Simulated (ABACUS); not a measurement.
Crystal: Sc.

```
Sc
1.0
     0.00000    2.26000    2.26000
     2.26000    0.00000    2.26000
     2.26000    2.26000    0.00000
Sc
1
Direct
  0.00000 0.00000 0.00000
```

This isn't the form of Sc at room conditions, which is hcp.

* Program: ABACUS 3.10.1
* Task: single point
* Functional: PBE
* Potentials or basis: PseudoDojo NC SR 0.4.1 PBE standard
* Cutoff: 1075 eV
* Density cutoff: 4299 eV
* Basis: plane waves
* k mesh: 10 × 10 × 10
* Occupations: fermi-dirac, width 0.05 eV
* Spin: no spin polarisation

On this cell: pressure 3.8 GPa; band gap on the k mesh none (metal or under the smearing width).

The same run follows on a disturbed copy (cell strained at random at fixed volume):

```
CELL_PARAMETERS angstrom
-0.01168 2.25030 2.29529
2.24844 -0.02351 2.30712
2.21212 2.22582 0.01281
ATOMIC_POSITIONS crystal
Sc 0.99182 0.00078 0.99550
```

Q: What changes?

A: The energy (extrapolated to zero smearing) moves by +2.5 meV/atom; pressure 3.8 GPa; band gap on the k mesh none (metal or under the smearing width).

Stress tensor (GPa, compression positive):
```
 4.09  0.90 -0.42
 0.90  3.97 -0.01
-0.42 -0.01  3.44
```
